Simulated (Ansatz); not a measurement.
# Si48C47: the cost of one run

Method: density functional theory in Ansatz 0.2.0, PAW datasets, plane waves.

## Step 1: Starting point

95 atoms (48 Si, 47 C); a = 9.234 Å, b = 10.663 Å, c = 10.076 Å, α = 90.00°, β = 90.00°, γ = 90.00°. All atoms were shaken off their sites by about 0.02 Å along each axis. Defect site 1: (0.333, 0.500, 0.687). Starting moments add up to 1 μB.

Steps to follow: (2) PBEsol relaxation at the single k point (¼, ¼, ¼), on 1 × NVIDIA GB300 Max-Q with 8 threads of Arm Neoverse-V2; (3) HSE06 single point at the single k point (¼, ¼, ¼), on 1 × NVIDIA GB300 Max-Q with 8 threads of Arm Neoverse-V2; (4) r²SCAN single point at the single k point (¼, ¼, ¼), on 1 × NVIDIA GB300 Max-Q with 8 threads of Arm Neoverse-V2.

## Step 2: Relaxation of the positions (PBEsol)

The input, in.yaml:

```yaml
crystal:
  lattice:
    - [9.234204, 0.000000, 0.000000]
    - [0.000000, 10.662740, 0.000000]
    - [0.000000, 0.000000, 10.075947]
  atoms:
    - { symbol: Si, position: [0.999852, 0.999974, 0.496308] }
    - { symbol: Si, position: [0.331464, 0.000248, 0.501293] }
    - { symbol: Si, position: [0.167907, 0.252479, 0.500446] }
    - { symbol: Si, position: [0.003662, 0.502492, 0.499003] }
    - { symbol: Si, position: [0.665868, 0.997524, 0.501884] }
    - { symbol: Si, position: [0.500076, 0.248902, 0.497320] }
    - { symbol: Si, position: [0.329339, 0.503984, 0.498081], spin: 0.25 }
    - { symbol: Si, position: [0.165116, 0.749386, 0.501143] }
    - { symbol: Si, position: [0.833396, 0.248532, 0.498317] }
    - { symbol: Si, position: [0.664774, 0.501313, 0.501800] }
    - { symbol: Si, position: [0.497341, 0.748699, 0.503814] }
    - { symbol: Si, position: [0.833667, 0.749897, 0.498826] }
    - { symbol: Si, position: [0.998455, 0.169243, 0.251080] }
    - { symbol: Si, position: [0.331756, 0.168219, 0.250048] }
    - { symbol: Si, position: [0.162270, 0.414875, 0.250217] }
    - { symbol: Si, position: [0.002118, 0.670388, 0.247429] }
    - { symbol: Si, position: [0.664297, 0.164045, 0.249315] }
    - { symbol: Si, position: [0.498244, 0.415510, 0.248574] }
    - { symbol: Si, position: [0.333648, 0.666543, 0.254584] }
    - { symbol: Si, position: [0.168575, 0.917292, 0.252909] }
    - { symbol: Si, position: [0.833518, 0.418797, 0.247056] }
    - { symbol: Si, position: [0.668008, 0.667224, 0.249531] }
    - { symbol: Si, position: [0.500116, 0.917202, 0.247485] }
    - { symbol: Si, position: [0.836449, 0.915546, 0.245450] }
    - { symbol: Si, position: [0.167458, 0.083299, 0.750839] }
    - { symbol: Si, position: [0.997822, 0.336362, 0.750420] }
    - { symbol: Si, position: [0.499961, 0.085366, 0.752071] }
    - { symbol: Si, position: [0.334170, 0.331471, 0.754625], spin: 0.25 }
    - { symbol: Si, position: [0.171193, 0.579462, 0.749662], spin: 0.25 }
    - { symbol: Si, position: [0.001006, 0.832152, 0.753395] }
    - { symbol: Si, position: [0.832165, 0.083219, 0.749436] }
    - { symbol: Si, position: [0.668212, 0.332955, 0.749889] }
    - { symbol: Si, position: [0.502033, 0.583623, 0.747619], spin: 0.25 }
    - { symbol: Si, position: [0.333680, 0.831146, 0.752385] }
    - { symbol: Si, position: [0.834896, 0.587082, 0.748639] }
    - { symbol: Si, position: [0.668291, 0.832428, 0.751143] }
    - { symbol: Si, position: [0.999219, 0.001110, 0.998148] }
    - { symbol: Si, position: [0.338161, 0.997546, 0.003281] }
    - { symbol: Si, position: [0.164552, 0.252106, 0.000614] }
    - { symbol: Si, position: [0.003447, 0.496804, 0.997853] }
    - { symbol: Si, position: [0.667844, 0.999974, 0.999631] }
    - { symbol: Si, position: [0.503136, 0.253822, 0.999150] }
    - { symbol: Si, position: [0.336019, 0.499564, 0.001725] }
    - { symbol: Si, position: [0.168821, 0.747351, 0.000507] }
    - { symbol: Si, position: [0.831149, 0.248767, 0.000745] }
    - { symbol: Si, position: [0.665092, 0.499567, 0.003146] }
    - { symbol: Si, position: [0.499996, 0.748807, 0.000794] }
    - { symbol: Si, position: [0.830351, 0.749459, 0.001100] }
    - { symbol: C, position: [0.000416, 0.996821, 0.186008] }
    - { symbol: C, position: [0.335209, 0.001139, 0.185906] }
    - { symbol: C, position: [0.167210, 0.246276, 0.183777] }
    - { symbol: C, position: [0.998679, 0.498645, 0.185498] }
    - { symbol: C, position: [0.667137, 0.002459, 0.186535] }
    - { symbol: C, position: [0.500578, 0.249284, 0.189294] }
    - { symbol: C, position: [0.336073, 0.501000, 0.187799] }
    - { symbol: C, position: [0.167119, 0.750461, 0.189451] }
    - { symbol: C, position: [0.832245, 0.245931, 0.188061] }
    - { symbol: C, position: [0.666108, 0.501534, 0.185710] }
    - { symbol: C, position: [0.499723, 0.753096, 0.188750] }
    - { symbol: C, position: [0.832717, 0.745896, 0.188147] }
    - { symbol: C, position: [0.996381, 0.998602, 0.684599] }
    - { symbol: C, position: [0.334638, 0.998787, 0.686732] }
    - { symbol: C, position: [0.164043, 0.250660, 0.684143] }
    - { symbol: C, position: [0.998799, 0.499125, 0.685588] }
    - { symbol: C, position: [0.659954, 0.002050, 0.686208] }
    - { symbol: C, position: [0.496364, 0.248578, 0.685438] }
    - { symbol: C, position: [0.166847, 0.750787, 0.689734] }
    - { symbol: C, position: [0.837976, 0.250252, 0.686471] }
    - { symbol: C, position: [0.664156, 0.497494, 0.685994] }
    - { symbol: C, position: [0.499704, 0.750465, 0.686168] }
    - { symbol: C, position: [0.834893, 0.750254, 0.685256] }
    - { symbol: C, position: [0.996741, 0.168577, 0.437253] }
    - { symbol: C, position: [0.330938, 0.165453, 0.438712] }
    - { symbol: C, position: [0.167736, 0.417760, 0.435355] }
    - { symbol: C, position: [0.998910, 0.666394, 0.436581] }
    - { symbol: C, position: [0.665433, 0.165035, 0.440793] }
    - { symbol: C, position: [0.494415, 0.419128, 0.438196] }
    - { symbol: C, position: [0.337731, 0.667974, 0.437869] }
    - { symbol: C, position: [0.166744, 0.914956, 0.437033] }
    - { symbol: C, position: [0.830919, 0.421305, 0.434998] }
    - { symbol: C, position: [0.668304, 0.663763, 0.439402] }
    - { symbol: C, position: [0.499336, 0.915880, 0.435188] }
    - { symbol: C, position: [0.833282, 0.917506, 0.436316] }
    - { symbol: C, position: [0.169895, 0.080304, 0.939438] }
    - { symbol: C, position: [0.001667, 0.332537, 0.938069] }
    - { symbol: C, position: [0.501585, 0.085447, 0.936015] }
    - { symbol: C, position: [0.331524, 0.332089, 0.939782] }
    - { symbol: C, position: [0.169196, 0.583779, 0.936410] }
    - { symbol: C, position: [0.999005, 0.834516, 0.938139] }
    - { symbol: C, position: [0.836910, 0.085209, 0.937292] }
    - { symbol: C, position: [0.669053, 0.331685, 0.938198] }
    - { symbol: C, position: [0.498669, 0.586629, 0.939353] }
    - { symbol: C, position: [0.330530, 0.833454, 0.938900] }
    - { symbol: C, position: [0.834066, 0.582053, 0.937109] }
    - { symbol: C, position: [0.661201, 0.833344, 0.934336] }
  symmetry: { detect: false }
kpoints:
  mp_grid: { grid: [1, 1, 1], shift: [0.25, 0.25, 0.25] }
hamiltonian:
  xc: pbesol
total_charge: 1
magnetization:
  spin_polarized: true
scf:
  occupations: { method: fermi_dirac, width: 0.01 }
relax:
  f_tol: 0.03
  max_steps: 80
  escape_saddle: false
  adjacent_minimum: "off"
output:
  forces: true
  eigenvalues: true
  populations: true
  charged_corrections: { epsilon: 9.7 }
```

Launch:

```sh
ansatz run in.yaml --threads 8 --pin off --max-ram 118750MiB --runs-dir r --events-out ev --progress --plain --backend cuda --devices 0,
```

Q: Estimate wall time and peak memory on 1 × NVIDIA GB300 Max-Q with 8 threads of Arm Neoverse-V2, shared host.

About 8.7 s, with a peak of 1.9 GiB on the host.
